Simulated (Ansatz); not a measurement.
## Phases of HfN at 22 GPa

Structure types of HfN are relaxed in primitive cells with their symmetry kept at 22 GPa, on PAW files; LAPW relaxes the small cells further and takes the PAW cell for the others (marked *). The enthalpy is E + pV at zero temperature, without zero-point motion. Only the types listed were tried, and differences under about 5 meV/atom are mesh noise. The real phase may be another.

All numbers are PBE results (scalar-relativistic) from Ansatz 0.2.0, with Fermi–Dirac smearing of 0.08 eV, no spin polarisation. Methods: LAPW: all electrons, basis error target 0.5 meV/atom; PAW: frozen-core files, cutoff 420 eV.

k meshes: rocksalt 16×16×16, CsCl 13×13×13, WC 15×15×13, NiAs 10×10×6, zincblende 14×14×14.

Spin–orbit coupling is left out, which matters for the heavy atoms.

Which type is lowest in enthalpy, and by how much?

rocksalt, 405 meV/atom below NiAs. The whole table:

| start type | ends as | a, b, c (Å) | V (Å³/atom) | H − H(lowest), LAPW (meV/atom) | same, PAW |
| --- | --- | --- | --- | --- | --- |
| rocksalt | rocksalt, Fm-3m | 4.441, 4.441, 4.441 | 10.95 | 0.0 | 0.0 |
| CsCl | CsCl, Pm-3m | 2.752, 2.752, 2.752 | 10.42 | 918.5 | 918.3 |
| WC | WC, P-6m2 | 3.013, 3.013, 2.848 | 11.19 | 422.6 | 422.7 |
| NiAs* | NiAs, P6_3/mmc | 3.066, 3.066, 5.561 | 11.32 | 405.5 | 405.4 |
| zincblende | zincblende, F-43m | 4.762, 4.762, 4.762 | 13.50 | 631.1 | 631.7 |

Split the lead of rocksalt over NiAs into energy and pV.

For NiAs less rocksalt: ΔE = +354.4 meV/atom, and p·ΔV = 22 GPa × +0.3722 Å³ × 6.242 meV/(GPa·Å³) = +51.1 meV/atom, together 405.5 meV/atom. rocksalt wins on both counts.
